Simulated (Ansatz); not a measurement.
# PbS (Cmcm) in Ansatz: notebook

Runs on PbS. Level: PBE. Tasks: single point, equation of state.

All numbers are computed with Ansatz 0.2.0; they aren't measurements. Logs are shortened: lines on timing, memory, paths and dates and some standing lists are left out, and cuts for length are marked.

### Step 1. Starting point

Symmetry: Cmcm, No. 63, orthorhombic system. Conventional cell: a = 4.160 Å, b = 11.983 Å, c = 4.279 Å, α = 90.00°, β = 90.00°, γ = 90.00°. Around Pb (site symmetry m2m) lie 5 S at 2.69 to 2.99 Å. S (site symmetry m2m) is surrounded by 5 Pb at 2.69 to 2.99 Å.

Measurements of this composition are mostly on another form, of space group No. 225.

### Step 2. Single point, PBE, 25.06 Å³/atom (volume scaled by 0.94)

The input, input.yaml:

```yaml
crystal:
  lattice:
    - [2.0374927668, -5.8689911821, 0.0]
    - [2.0374927668, 5.8689911821, 0.0]
    - [0.0, 0.0, 4.1919633476]
  atoms:
    - { symbol: Pb, position: [0.13056335, 0.86943665, 0.25] }
    - { symbol: Pb, position: [0.86943665, 0.13056335, 0.75] }
    - { symbol: S, position: [0.35479709, 0.64520291, 0.25] }
    - { symbol: S, position: [0.64520291, 0.35479709, 0.75] }
hamiltonian:
  xc: pbe
  pseudopotentials: { kind: nc }
kpoints:
  mp_grid: { grid: [7, 7, 6] }
scf:
  occupations: { method: fermi_dirac, width: 0.05 }
output:
  forces: true
  stress: true
  eigenvalues: true
  write_density: true
  write_potential: true
  elf: true
  volumetric_format: npy
```

Potentials or basis: Ansatz NC with PseudoDojo standard (PBE files).

The run is started by

```bash
$ ansatz run input.yaml --threads 2 --pin off --max-ram 5120MiB --backend cpu --events-out ev --progress --plain --runs-dir out
```

Output:

```text
Warning: RAYON_NUM_THREADS=2 ignored (pool sized by the plan → 2); use --threads N
Engine: ansatz 0.2.0, x86_64-unknown-linux-gnu
Pseudopotentials: kind: nc
Pseudopotential: Pb, nc, valence charge 14, recommended cutoff 850 eV (normal), Pb.nc.azcp
Pseudopotential: S, nc, valence charge 6, recommended cutoff 770 eV (normal), S.nc.azcp (PseudoDojo's, or run here from an input of PseudoDojo's: the run reads no file of this project's for it)
Functional definition: PBE
  parameter kappa = 0.804
  parameter beta = 0.06672455060314922
  exchange = pbe_x(kappa = kappa, mu = beta*pi^2/3)
  correlation = pbe_c(beta = beta)
Crystal: 4 atoms, lattice volume = 100.255 Å³
Basis set: ecut = 850 eV, 5629 PW (Γ), exchange–correlation on 120×120×80 points (8 copies of the dense FFT grid, shifted against one another)
Bands: 24, of which v1, the nominal top of the filled ones, is band 20 counted from 1 (19 counted from 0)
Symmetry: 8 space group operations
Space group: Cmcm (ITA 63), of the structure as read, at distance tolerance 4.6e-5 Å
k-points: 64 of 294
Non-local potential: Pb, projectors of the file, l = 0: 3, l = 1: 3, l = 2: 2, l = 3: 1
Non-local potential: S, projectors of the file, l = 0: 2, l = 1: 2, l = 2: 2
Initial density: superposition of atomic densities (chi_scale 0.1, normalization cell, long waves kept (reshape's long-wave potential 0.01 eV rms))
Initial wavefunctions: pseudopotential atomic-orbital guess
Functional: x = pbe(κ = 0.804, μ = 0.2195149727645171), c = pbe(β = 0.06672455060314922)
SCF iter   1: F=—  HF=-5110.676564 eV  |F-HF|=—  |Δ(HF+E_count)|=         —  Δρ=3.19e-2  dr2=2.03e0  ethr=3.10e-3  ⟨swp⟩=19.0  Hψ=16152  notcnv=0
preconditioner: auto → Resta (q_TF=auto, 2.341 Å⁻¹)  ε∞=3.8  [insulator: Δε(μ)=1.665 eV  Ē_g=14.061 eV  σ=0.050 eV  W_gap=1.00  n_scr=26 (ndim 8)  ℏωp=23.5 eV  f_vac=0.000  D(μ)=0.00/eV (n_scr^D=0)  ε∞_Penn≈3.8]
SCF iter   2: F=—  HF=-5110.159856 eV  |F-HF|=—  |Δ(HF+E_count)|=   5.17e-1  Δρ=1.31e-2  dr2=2.30e-1  ethr=3.10e-3  ⟨swp⟩=6.0  Hψ=4321  notcnv=0
SCF iter   3: F=—  HF=-5110.140230 eV  |F-HF|=—  |Δ(HF+E_count)|=   1.96e-2  Δρ=5.12e-3  dr2=1.76e-2  ethr=5.74e-4  ⟨swp⟩=6.3  Hψ=4592  notcnv=0
SCF iter   4: F=—  HF=-5110.148056 eV  |F-HF|=—  |Δ(HF+E_count)|=   7.83e-3  Δρ=7.84e-4  dr2=8.44e-4  ethr=4.40e-5  ⟨swp⟩=4.5  Hψ=4836  notcnv=0
SCF iter   5: F=—  HF=-5110.148096 eV  |F-HF|=—  |Δ(HF+E_count)|=   4.02e-5  Δρ=1.73e-4  dr2=3.03e-5  ethr=2.11e-6  ⟨swp⟩=5.0  Hψ=4766  notcnv=0
SCF iter   6: F=—  HF=-5110.148027 eV  |F-HF|=—  |Δ(HF+E_count)|=   6.92e-5  Δρ=4.70e-5  dr2=3.29e-6  ethr=7.57e-8  ⟨swp⟩=4.5  Hψ=4493  notcnv=0
SCF iter   7: F=—  HF=-5110.148028 eV  |F-HF|=—  |Δ(HF+E_count)|=   1.32e-6  Δρ=1.63e-5  dr2=4.69e-7  ethr=8.22e-9  ⟨swp⟩=4.6  Hψ=4707  notcnv=0
SCF iter   8: F=-5110.148028 eV  HF=-5110.148028 eV  |F-HF|=7.87e-9  |Δ(HF+E_count)|=   3.45e-8  Δρ=4.27e-6  dr2=2.08e-8  ethr=2.50e-10  ⟨swp⟩=28.2  Hψ=27419  notcnv=0
SCF 1 converged in 8 iterations: F = -5110.148028 eV  dr2 = 2.08e-8
SCF converged after 8 iterations
Free energy (F): -5110.148028 eV
Harris-Foulkes:  -5110.148028 eV  (|F-HF|=7.87e-9)
Internal energy: -5110.148028 eV  (E = F + TS)
E sigma→0 (E₀):  -5110.148028 eV
Entropy (-TS):   -0.000000 eV (-0.000 meV/atom)
Fermi energy:    9.232561 eV
--- Per-component energies (eV) ---
  E_band       = -82.903300
  E_kinetic    = 2167.747263
  E_local      = -2581.907707  (includes V_loc(G=0)·N_el)
  E_nonlocal   = -532.340404
  E_hartree    = 835.989634
  E_xc         = -1958.305792
  E_vxc        = -808.382892  (∫ρ·V_xc dr)
  E_ewald      = -3041.331021
  E_smearing   = -0.000000  (= −TS)
  E_closure    = 0.000000  (closes the sum)
  Σ components = -5110.148028   (vs F -5110.148028, Δ=0.00e0)
--- Forces (eV/Å), atoms counted from 1 ---
  atom   1  Pb     0.00000000     0.48909336     0.00000000
  atom   2  Pb     0.00000000    -0.48909336     0.00000000
  atom   3  S      0.00000000    -0.36320975     0.00000000
  atom   4  S      0.00000000     0.36320975     0.00000000
  max |Σ_I F_I| component: 5.55e-17 eV/Å
--- Stress (GPa, compression-positive) ---
        4.919952       0.000000       0.000000
        0.000000       5.206841       0.000000
        0.000000       0.000000       4.824824
  P = ⅓ Tr σ = 4.9839 GPa (49.839 kbar)
--- Band table (eV; the first three rows and the last of 64) ---
  k-point 0: bands = ["-7.8416", "-7.6936", "-7.6819", "-7.6765", "-7.6382", "-7.6265", "-7.6155", "-7.6138", "-7.5937", "-7.5404", "-4.8064", "-2.7335", "1.8079", "2.9345", "4.0586", "5.3928", "5.9906", "6.7714", "6.9611", "8.0796", "13.2221", "13.4828", "13.6905", "14.4988"]
  k-point 1: bands = ["-7.8191", "-7.6955", "-7.6843", "-7.6606", "-7.6408", "-7.6385", "-7.6306", "-7.5975", "-7.5873", "-7.5539", "-4.6337", "-2.7455", "1.3148", "2.4768", "4.2225", "5.8899", "6.2096", "6.9557", "7.3969", "7.9107", "12.7460", "12.9099", "13.1265", "13.7092"]
  k-point 2: bands = ["-7.7700", "-7.7050", "-7.6713", "-7.6627", "-7.6620", "-7.6349", "-7.6214", "-7.5869", "-7.5857", "-7.5815", "-4.1454", "-2.9272", "0.6988", "1.5470", "4.7870", "6.3065", "6.7845", "7.3469", "7.8670", "8.2400", "11.2570", "11.4219", "11.7050", "12.4433"]
  k-point 63: bands = ["-7.7412", "-7.7412", "-7.6564", "-7.6564", "-7.6347", "-7.6347", "-7.5971", "-7.5971", "-7.5961", "-7.5961", "-3.4069", "-3.4069", "0.3418", "0.3418", "7.1454", "7.1454", "7.2597", "7.2597", "8.1812", "8.1812", "10.5458", "10.5458", "11.8686", "11.8686"]
```

Run time: 16 s. Hardware: 2 threads of AMD EPYC 7B13 (Zen 3), shared host; peak memory 0.69 GiB.

Results:

```yaml
Free_energy: -5110.1480 eV
Pressure: 5.0 GPa
Largest_force: 0.489 eV/Å
Band_gap_on_the_k_mesh: 1.12 eV, indirect (least direct gap 1.41 eV)
```

Caveat: odd divisions of the mesh miss points on the zone boundary, where band edges often lie, so the gap on the mesh can be too wide; spin-orbit coupling is left out, which as a rule narrows the gap of such compounds by several tenths of an eV.

### Step 3. Single point, PBE, 25.60 Å³/atom (volume scaled by 0.96)

input.yaml, as its differences from that of step 2:

```diff
@@ -2,5 +2,5 @@
   lattice:
-    - [2.0374927668, -5.8689911821, 0.0]
-    - [2.0374927668, 5.8689911821, 0.0]
-    - [0.0, 0.0, 4.1919633476]
+    - [2.0518417802, -5.9103234677, 0.0]
+    - [2.0518417802, 5.9103234677, 0.0]
+    - [0.0, 0.0, 4.2214851889]
   atoms:
@@ -21,5 +21 @@
   eigenvalues: true
-  write_density: true
-  write_potential: true
-  elf: true
-  volumetric_format: npy
```

Potentials or basis: Ansatz NC with PseudoDojo standard (PBE files).

The run is started by

```bash
$ ansatz run input.yaml --threads 2 --pin off --max-ram 5120MiB --backend cpu --events-out ev --progress --plain --runs-dir out
```

It took 14 s on 2 threads of AMD EPYC 7B13 (Zen 3), shared host; peak memory 0.69 GiB.

The run converged. Its results:

- Free energy: -5110.2046 eV
- Pressure: 3.5 GPa
- Largest force: 0.342 eV/Å
- Band gap on the k mesh: 1.17 eV, indirect (least direct gap 1.44 eV)

Caveat: odd divisions of the mesh miss points on the zone boundary, where band edges often lie, so the gap on the mesh can be too wide; spin-orbit coupling is left out, which as a rule narrows the gap of such compounds by several tenths of an eV.

### Step 4. Single point, PBE, 26.13 Å³/atom (volume scaled by 0.98)

input.yaml, as its differences from that of step 3:

```diff
@@ -2,5 +2,5 @@
   lattice:
-    - [2.0518417802, -5.9103234677, 0.0]
-    - [2.0518417802, 5.9103234677, 0.0]
-    - [0.0, 0.0, 4.2214851889]
+    - [2.0659928603, -5.9510856073, 0.0]
+    - [2.0659928603, 5.9510856073, 0.0]
+    - [0.0, 0.0, 4.2505997999]
   atoms:
```

The run is started by

```bash
$ ansatz run input.yaml --threads 2 --pin off --max-ram 5120MiB --backend cpu --events-out ev --progress --plain --runs-dir out
```

Run time: 15 s. Hardware: 2 threads of AMD EPYC 7B13 (Zen 3), shared host; peak memory 0.7 GiB.

It converged, with:

| Item | Value |
| --- | --- |
| Free energy | -5110.2430 eV |
| Pressure | 2.2 GPa |
| Largest force | 0.205 eV/Å |
| Band gap on the k mesh | 1.22 eV, indirect (least direct gap 1.44 eV) |

Caveat: odd divisions of the mesh miss points on the zone boundary, where band edges often lie, so the gap on the mesh can be too wide; spin-orbit coupling is left out, which as a rule narrows the gap of such compounds by several tenths of an eV.

### Step 5. Single point, PBE, 26.66 Å³/atom

input.yaml, as its differences from that of step 4:

```diff
@@ -2,5 +2,5 @@
   lattice:
-    - [2.0659928603, -5.9510856073, 0.0]
-    - [2.0659928603, 5.9510856073, 0.0]
-    - [0.0, 0.0, 4.2505997999]
+    - [2.079952695, -5.991296865, 0.0]
+    - [2.079952695, 5.991296865, 0.0]
+    - [0.0, 0.0, 4.27932094]
   atoms:
@@ -21 +21,5 @@
   eigenvalues: true
+  write_density: true
+  write_potential: true
+  elf: true
+  volumetric_format: npy
```

The run is started by

```bash
$ ansatz run input.yaml --threads 2 --pin off --max-ram 5120MiB --backend cpu --events-out ev --progress --plain --runs-dir out
```

It took 17 s on 2 threads of AMD EPYC 7B13 (Zen 3), shared host; peak memory 0.71 GiB.

The run converged. Its results:

- Free energy: -5110.2650 eV
- Pressure: 1.1 GPa
- Largest force: 0.104 eV/Å
- Band gap on the k mesh: 1.26 eV, indirect (least direct gap 1.44 eV)

Caveat: odd divisions of the mesh miss points on the zone boundary, where band edges often lie, so the gap on the mesh can be too wide; spin-orbit coupling is left out, which as a rule narrows the gap of such compounds by several tenths of an eV.

### Step 6. Single point, PBE, 27.20 Å³/atom (volume scaled by 1.02)

input.yaml, as its differences from that of step 5:

```diff
@@ -2,5 +2,5 @@
   lattice:
-    - [2.079952695, -5.991296865, 0.0]
-    - [2.079952695, 5.991296865, 0.0]
-    - [0.0, 0.0, 4.27932094]
+    - [2.0937276176, -6.030975484, 0.0]
+    - [2.0937276176, 6.030975484, 0.0]
+    - [0.0, 0.0, 4.3076616397]
   atoms:
@@ -21,5 +21 @@
   eigenvalues: true
-  write_density: true
-  write_potential: true
-  elf: true
-  volumetric_format: npy
```

Potentials or basis: Ansatz NC with PseudoDojo standard (PBE files).

The run is started by

```bash
$ ansatz run input.yaml --threads 2 --pin off --max-ram 5120MiB --backend cpu --events-out ev --progress --plain --runs-dir out
```

It took 15 s on 2 threads of AMD EPYC 7B13 (Zen 3), shared host; peak memory 0.73 GiB.

Results (log left out):

```yaml
Free_energy: -5110.2722 eV
Pressure: 0.0 GPa
Largest_force: 0.043 eV/Å
Band_gap_on_the_k_mesh: 1.30 eV, indirect (least direct gap 1.43 eV)
```

Caveat: odd divisions of the mesh miss points on the zone boundary, where band edges often lie, so the gap on the mesh can be too wide; spin-orbit coupling is left out, which as a rule narrows the gap of such compounds by several tenths of an eV.

### Step 7. Single point, PBE, 27.73 Å³/atom (volume scaled by 1.04)

input.yaml, as its differences from that of step 6:

```diff
@@ -2,5 +2,5 @@
   lattice:
-    - [2.0937276176, -6.030975484, 0.0]
-    - [2.0937276176, 6.030975484, 0.0]
-    - [0.0, 0.0, 4.3076616397]
+    - [2.1073236324, -6.0701387599, 0.0]
+    - [2.1073236324, 6.0701387599, 0.0]
+    - [0.0, 0.0, 4.3356342523]
   atoms:
```

The run is started by

```bash
$ ansatz run input.yaml --threads 2 --pin off --max-ram 5120MiB --backend cpu --events-out ev --progress --plain --runs-dir out
```

Wall time 16 s (2 threads of AMD EPYC 7B13 (Zen 3), shared host); peak memory 0.73 GiB.

It converged, with:

| Item | Value |
| --- | --- |
| Free energy | -5110.2662 eV |
| Pressure | -0.9 GPa |
| Largest force | 0.154 eV/Å |
| Band gap on the k mesh | 1.33 eV, indirect (least direct gap 1.42 eV) |

Caveat: odd divisions of the mesh miss points on the zone boundary, where band edges often lie, so the gap on the mesh can be too wide; spin-orbit coupling is left out, which as a rule narrows the gap of such compounds by several tenths of an eV.

### Step 8. Single point, PBE, 28.26 Å³/atom (volume scaled by 1.06)

input.yaml, as its differences from that of step 7:

```diff
@@ -2,5 +2,5 @@
   lattice:
-    - [2.1073236324, -6.0701387599, 0.0]
-    - [2.1073236324, 6.0701387599, 0.0]
-    - [0.0, 0.0, 4.3356342523]
+    - [2.1207464379, -6.1088031065, 0.0]
+    - [2.1207464379, 6.1088031065, 0.0]
+    - [0.0, 0.0, 4.3632505017]
   atoms:
```

The run is started by

```bash
$ ansatz run input.yaml --threads 2 --pin off --max-ram 5120MiB --backend cpu --events-out ev --progress --plain --runs-dir out
```

It took 16 s on 2 threads of AMD EPYC 7B13 (Zen 3), shared host; peak memory 0.74 GiB.

It converged, with:

```yaml
Free_energy: -5110.2483 eV
Pressure: -1.8 GPa
Largest_force: 0.258 eV/Å
Band_gap_on_the_k_mesh: 1.34 eV, indirect (least direct gap 1.42 eV)
```

Caveat: odd divisions of the mesh miss points on the zone boundary, where band edges often lie, so the gap on the mesh can be too wide; spin-orbit coupling is left out, which as a rule narrows the gap of such compounds by several tenths of an eV.

### Step 9. Equation of state, PBE

Potentials or basis: Ansatz NC with PseudoDojo standard.

No new run: the results of the series are fitted here.

What came out:

- Equilibrium volume: 27.21 Å³/atom
- Bulk modulus at fixed shape and positions: 51 GPa
- Pressure derivative of the bulk modulus: 4.4

Energy against volume, from the lowest point:
| volume (Å³/atom) | energy (meV/atom) |
| --- | --- |
| 25.064 | 31.05 |
| 25.597 | 16.91 |
| 26.130 | 7.31 |
| 26.664 | 1.81 |
| 27.197 | 0.00 |
| 27.730 | 1.50 |
| 28.263 | 5.99 |

Caveat: the cell was scaled at fixed shape and fractional positions, which overstates the stiffness of a crystal with free parameters, most of all of layers and chains. The run has no spin-orbit coupling, so splittings on Pb are missing.
